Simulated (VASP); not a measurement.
# BiTe (R-3m) in VASP: further runs

Runs on BiTe. Level: PBE. Tasks: single point.

Program: VASP 6.6.1. These are calculated values, not measurements. Logs are shortened: lines on timing, memory, paths and dates and some standing lists are left out, and cuts for length are marked.

## Step 1: The crystal as given

Symmetry: R-3m, No. 166, trigonal system. The conventional cell has a = 4.845 Å, b = 4.845 Å, c = 9.952 Å, α = 90.00°, β = 90.00°, γ = 120.00°. Around Bi (site symmetry -3m) lie 6 Te at 3.25 Å. Around Te (site symmetry -3m) lie 6 Bi at 3.25 Å.

The cell comes from a database or a generator and needn't be the stable form of this composition.

## Step 2: Single point, PBE

The input, INCAR:

```
PREC = Accurate
ENCUT = 900
EDIFF = 1E-8
ISMEAR = 0
SIGMA = 0.05
LREAL = F
LASPH = T
NELM = 100
ALGO = Normal
ISIF = 2
LWAVE = F
LCHARG = F
GGA = PE
NBANDS = 18
ADDGRID = F
```

The input, KPOINTS:

```
Automatic mesh
0
Gamma
  10 10 10
```

The input, POSCAR:

```
BiTe
1.0
    2.4227077728      1.3987509848      3.3172919545
   -2.4227077728      1.3987509848      3.3172919545
    0.0000000000     -2.7975019696      3.3172919545
Bi Te
1 1
Direct
    0.5000000000      0.5000000000      0.5000000000
    0.0000000000      0.0000000000      0.0000000000
```

Potentials or basis: VASP PAW PBE potentials, release 64 (Bi_d, Te).

Started as:

```bash
$ cat potpaw_PBE.64/Bi_d/POTCAR potpaw_PBE.64/Te/POTCAR > POTCAR
$ mpirun -np 1 vasp_std > vasp.out
```

OUTCAR:

```text
PREC = Accurate
   ENCUT = 900
   EDIFF = 1E-8
   ISMEAR = 0
   LREAL = F
   LASPH = T
   NELM = 100
   ISIF = 2
   GGA = PE

 ion  position               nearest neighbor table
   1  0.500  0.500  0.500-   2 3.25   2 3.25   2 3.25   2 3.25   2 3.25   2 3.25
   2  0.000  0.000  0.000-   1 3.25   1 3.25   1 3.25   1 3.25   1 3.25   1 3.25

  LATTYP: Found a trigonal (rhomboedric) cell.
 ALAT       =     4.3394058558
 COS(alpha) =     0.3765932224

  Lattice vectors:

 A1 = (   2.4227077728,   1.3987509848,   3.3172919545)
 A2 = (  -2.4227077728,   1.3987509848,   3.3172919545)
 A3 = (   0.0000000000,  -2.7975019696,   3.3172919545)

Analysis of symmetry for initial positions (statically):
=====================================================================
 Subroutine PRICEL returns:
 Original cell was already a primitive cell.

 Routine SETGRP: Setting up the symmetry group for a
 trigonal (rhombohedral) supercell.

 Subroutine GETGRP returns: Found 12 space group operations
 (whereof 12 operations were pure point group operations)
 out of a pool of 12 trial point group operations.

The static configuration has the point symmetry D_3d.

Analysis of symmetry for dynamics (positions and initial velocities):
=====================================================================
 Subroutine PRICEL returns:
 Original cell was already a primitive cell.

 Routine SETGRP: Setting up the symmetry group for a
 trigonal (rhombohedral) supercell.

 Subroutine GETGRP returns: Found 12 space group operations
 (whereof 12 operations were pure point group operations)
 out of a pool of 12 trial point group operations.

The dynamic configuration has the point symmetry D_3d.

 Subroutine INISYM returns: Found 12 space group operations
 (whereof 12 operations are pure point group operations),
 and found     1 'primitive' translations

----------------------------------------------------------------------------------------

                                     Primitive cell

  volume of cell :      67.4491

  direct lattice vectors                    reciprocal lattice vectors
     2.422707773  1.398750985  3.317291954     0.206380648  0.119153923  0.100483568
    -2.422707773  1.398750985  3.317291954    -0.206380648  0.119153923  0.100483568
     0.000000000 -2.797501970  3.317291954     0.000000000 -0.238307845  0.100483568

  length of vectors
     4.339405856  4.339405856  4.339405856     0.258626326  0.258626326  0.258626326

  position of ions in fractional coordinates (direct lattice)
     0.500000000  0.500000000  0.500000000
     0.000000000  0.000000000  0.000000000

  ion indices of the primitive-cell ions
   primitive index   ion index
                 1           1
                 2           2

----------------------------------------------------------------------------------------

 KPOINTS: Automatic mesh

Automatic generation of k-mesh.
 Grid dimensions read from file:
 generate k-points for:   10   10   10

 Generating k-lattice:

  Cartesian coordinates                     Fractional coordinates (reciprocal lattice)
     0.020638065  0.011915392  0.010048357     0.100000000 -0.000000000  0.000000000
    -0.020638065  0.011915392  0.010048357    -0.000000000  0.100000000  0.000000000
     0.000000000 -0.023830785  0.010048357     0.000000000  0.000000000  0.100000000

  Length of vectors
     0.025862633  0.025862633  0.025862633

  Shift w.r.t. Gamma in fractional coordinates (k-lattice)
     0.000000000  0.000000000  0.000000000

 Subroutine IBZKPT returns following result:
 ===========================================

 Found    116 irreducible k-points:

 Following reciprocal coordinates:
            Coordinates               Weight
  0.000000  0.000000  0.000000      1.000000
  0.100000 -0.000000  0.000000      6.000000
  0.200000 -0.000000  0.000000      6.000000
  0.300000 -0.000000  0.000000      6.000000
  0.400000 -0.000000  0.000000      6.000000
  0.500000  0.000000 -0.000000      3.000000
[... 16 lines left out ...]
  0.300000  0.300000  0.000000      6.000000
  0.400000  0.300000  0.000000     12.000000
 [... further k-points ...]
   k-points           NKPTS =    116   k-points in BZ     NKDIM =    116   number of bands    NBANDS=     18
   number of dos      NEDOS =    301   number of ions     NIONS =      2
   total plane-waves  NPLWV =  74088
   dimension x,y,z NGX =    42 NGY =   42 NGZ =   42
   dimension x,y,z NGXF=    84 NGYF=   84 NGZF=   84
   ions per type =               1   1
   NGX,Y,Z   is equivalent  to a cutoff of  16.09, 16.09, 16.09 a.u.
   NGXF,Y,Z  is equivalent  to a cutoff of  32.18, 32.18, 32.18 a.u.
 SYSTEM =  unknown system
   PREC   = accura    normal or accurate (medium, high low for compatibility)
   ISTART =      0    job   : 0-new  1-cont  2-samecut
   ICHARG =      2    charge: 1-file 2-atom 10-const
   ISPIN  =      1    spin polarized calculation?
   LNONCOLLINEAR =      F non collinear calculations
   LSORBIT =      F    spin-orbit coupling
   LASPH  =      T    aspherical Exc in radial PAW
   ENCUT  =  900.0 eV  66.15 Ry    8.13 a.u.  10.61 10.61 10.61*2*pi/ulx,y,z
   NELM   =    100;   NELMIN=  2; NELMDL= -5     # of ELM steps
   EDIFF  = 0.1E-07   stopping-criterion for ELM
   LREAL  =      F    real-space projection
   EDIFFG = 0.1E-06   stopping-criterion for IOM
   NSW    =      0    number of steps for IOM
   IBRION =     -1    ionic relax: 0-MD 1-quasi-New 2-CG
[... 26 lines left out ...]
 non-spin polarized calculation
 Gauss-broadening in eV      SIGMA  =   0.05
  energy-cutoff  :      900.00
  volume of cell :       67.45
 maximum number of plane-waves:      4158
   NGX = 21   NGY = 21   NGZ = 21

 number of electron      21.0000000 magnetization

 Free energy of the ion-electron system (eV)
  ---------------------------------------------------
  ext. energy  EPLUGINS =         0.00000000
  ---------------------------------------------------
  free energy    TOTEN  =        -7.18255841 eV

  energy without entropy =       -7.18094960  energy(sigma->0) =       -7.18175400

 E-fermi :   6.6594     XC(G=0):  -9.4772

 val. band max:        6.6435496757   @ k =   0.4000   0.3000   0.2000
 cond. band min:       6.6799183315   @ k =   0.2000   0.1000   0.0000
 fundamental gap:      0.0363686558
 Fermi energy:         6.6593695817

 k-point     1 :       0.0000    0.0000    0.0000
  band No.  band energies     occupation
      1     -16.5581      2.00000
      2     -16.5581      2.00000
      3     -16.5452      2.00000
      4     -16.5452      2.00000
      5     -16.5307      2.00000
      6      -6.8113      2.00000
[... 10 lines left out ...]
     17      13.3166      0.00000
     18      13.5503      0.00000

 k-point     2 :       0.1000   -0.0000    0.0000
  band No.  band energies     occupation
      1     -16.5580      2.00000
      2     -16.5579      2.00000
      3     -16.5457      2.00000
      4     -16.5445      2.00000
      5     -16.5306      2.00000
      6      -6.7262      2.00000
[... 10 lines left out ...]
     17      13.4759      0.00000
     18      13.9388      0.00000

 k-point     3 :       0.2000   -0.0000    0.0000
  band No.  band energies     occupation
      1     -16.5579      2.00000
      2     -16.5573      2.00000
      3     -16.5470      2.00000
      4     -16.5428      2.00000
      5     -16.5299      2.00000
      6      -6.4726      2.00000
[... 10 lines left out ...]
     17      14.5717      0.00000
     18      15.0409      0.00000

 k-point     4 :       0.3000   -0.0000    0.0000
  band No.  band energies     occupation
      1     -16.5580      2.00000
      2     -16.5568      2.00000
      3     -16.5485      2.00000
      4     -16.5410      2.00000
      5     -16.5286      2.00000
      6      -6.0575      2.00000
[... 10 lines left out ...]
     17      15.4190      0.00000
     18      16.3681      0.00000

 k-point     5 :       0.4000   -0.0000    0.0000
  band No.  band energies     occupation
      1     -16.5583      2.00000
      2     -16.5567      2.00000
      3     -16.5494      2.00000
      4     -16.5399      2.00000
      5     -16.5270      2.00000
      6      -5.4953      2.00000
[... 10 lines left out ...]
     17      15.4769      0.00000
     18      15.9888      0.00000

 k-point     6 :       0.5000    0.0000   -0.0000
  band No.  band energies     occupation
      1     -16.5584      2.00000
      2     -16.5567      2.00000
      3     -16.5497      2.00000
      4     -16.5395      2.00000
      5     -16.5262      2.00000
      6      -4.9042      2.00000
[... 10 lines left out ...]
     17      14.5178      0.00000
     18      17.3239      0.00000

 k-point     7 :       0.1000    0.1000    0.0000
  band No.  band energies     occupation
      1     -16.5584      2.00000
      2     -16.5575      2.00000
      3     -16.5457      2.00000
      4     -16.5439      2.00000
      5     -16.5306      2.00000
      6      -6.6911      2.00000
[... 10 lines left out ...]
     17      13.2487      0.00000
     18      13.6739      0.00000

 k-point     8 :       0.2000    0.1000    0.0000
  band No.  band energies     occupation
      1     -16.5587      2.00000
      2     -16.5570      2.00000
      3     -16.5467      2.00000
      4     -16.5421      2.00000
      5     -16.5302      2.00000
      6      -6.4888      2.00000
[... 10 lines left out ...]
     17      13.7638      0.00000
     18      14.3259      0.00000
[... 229 lines left out ...]
     17      16.4931      0.00000
     18      16.9371      0.00000

 k-point    20 :      -0.4000    0.2000   -0.0000
  band No.  band energies     occupation
      1     -16.5590      2.00000
      2     -16.5573      2.00000
      3     -16.5479      2.00000
      4     -16.5380      2.00000
      5     -16.5273      2.00000
      6      -4.8804      2.00000
[... 10 lines left out ...]
     17      15.8258      0.00000
     18      16.6014      0.00000

 k-point    21 :      -0.3000    0.2000   -0.0000
  band No.  band energies     occupation
      1     -16.5579      2.00000
      2     -16.5572      2.00000
      3     -16.5473      2.00000
      4     -16.5399      2.00000
      5     -16.5284      2.00000
      6      -5.4713      2.00000
[... 10 lines left out ...]
     17      15.0614      0.00000
     18      15.5302      0.00000

 k-point    22 :      -0.2000    0.2000    0.0000
  band No.  band energies     occupation
      1     -16.5581      2.00000
      2     -16.5564      2.00000
      3     -16.5466      2.00000
      4     -16.5423      2.00000
      5     -16.5291      2.00000
      6      -5.9551      2.00000
[... 10 lines left out ...]
     17      14.3546      0.00000
     18      14.9507      0.00000

 k-point    23 :       0.3000    0.3000    0.0000
  band No.  band energies     occupation
      1     -16.5628      2.00000
      2     -16.5552      2.00000
      3     -16.5477      2.00000
      4     -16.5354      2.00000
      5     -16.5290      2.00000
      6      -5.8223      2.00000
[... 10 lines left out ...]
     17      14.5061      0.00000
     18      14.8296      0.00000

 k-point    24 :       0.4000    0.3000    0.0000
  band No.  band energies     occupation
      1     -16.5639      2.00000
      2     -16.5550      2.00000
      3     -16.5480      2.00000
      4     -16.5338      2.00000
      5     -16.5279      2.00000
      6      -5.4840      2.00000
[... 10 lines left out ...]
     17      15.2738      0.00000
     18      16.0383      0.00000

 [... further k-points ...]
[... 5 lines left out ...]
  --------------------------------------------------------------------------------------
  -------------------------------------------------------------------------------------
  Total       -0.0314687     -0.0314687      0.0070936     -0.0000000     -0.0000000      0.0000000
  in kB       -0.7475024     -0.7475024      0.1685013     -0.0000000     -0.0000000      0.0000000
  external PRESSURE =      -0.4421678 kB  Pullay stress =       0.0000000 kB

 VOLUME and BASIS-vectors are now :
 -----------------------------------------------------------------------------
  energy-cutoff  :      900.00
  volume of cell :       67.45
      direct lattice vectors                 reciprocal lattice vectors
     2.422707773  1.398750985  3.317291954     0.206380648  0.119153923  0.100483568
    -2.422707773  1.398750985  3.317291954    -0.206380648  0.119153923  0.100483568
     0.000000000 -2.797501970  3.317291954     0.000000000 -0.238307845  0.100483568

 POSITION                                       TOTAL-FORCE (eV/Angst)
 -----------------------------------------------------------------------------------
      0.00000      0.00000      4.97594        -0.000000     -0.000000      0.000000
      0.00000      0.00000      0.00000         0.000000      0.000000     -0.000000
 -----------------------------------------------------------------------------------
    total drift:                                0.000000      0.000000     -0.000000

  FREE ENERGIE OF THE ION-ELECTRON SYSTEM (eV)
  ---------------------------------------------------
  free  energy   TOTEN  =        -7.1825584084 eV

  energy  without entropy=       -7.1809496005  energy(sigma->0) =       -7.18175400
```

Wall time 3.5 min (1 thread of Intel Xeon 6975P-C (Granite Rapids), shared host); peak memory 0.49 GiB.

Results:

```yaml
Free_energy: -7.1826 eV
Pressure: 0.0 GPa
Band_gap_on_the_k_mesh: none (metal or under the smearing width)
```

Levels at points of the mesh, in eV from the Fermi level:
```csv
k point,band 6,band 7,band 8,band 9,band 10,band 11,band 12,band 13,band 14,band 15
"(0.00, 0.00, 0.00)",-13.47,-8.26,-2.90,-2.90,-1.60,1.89,2.52,2.52,4.08,4.08
"(0.50, 0.00, 0.00)",-11.56,-11.34,-1.85,-1.81,-1.02,-0.94,-0.59,0.33,6.71,6.88
"(0.50, 0.50, 0.00)",-11.68,-9.96,-5.59,-4.47,-3.29,2.43,3.08,3.60,4.59,8.21
"(0.50, 0.50, 0.50)",-11.22,-10.93,-2.34,-2.34,-2.22,-1.54,-1.25,-1.25,8.00,8.55
```

Caveat: spin-orbit coupling is left out, which moves the levels of the heavy elements.

[end of part 1 of 2]
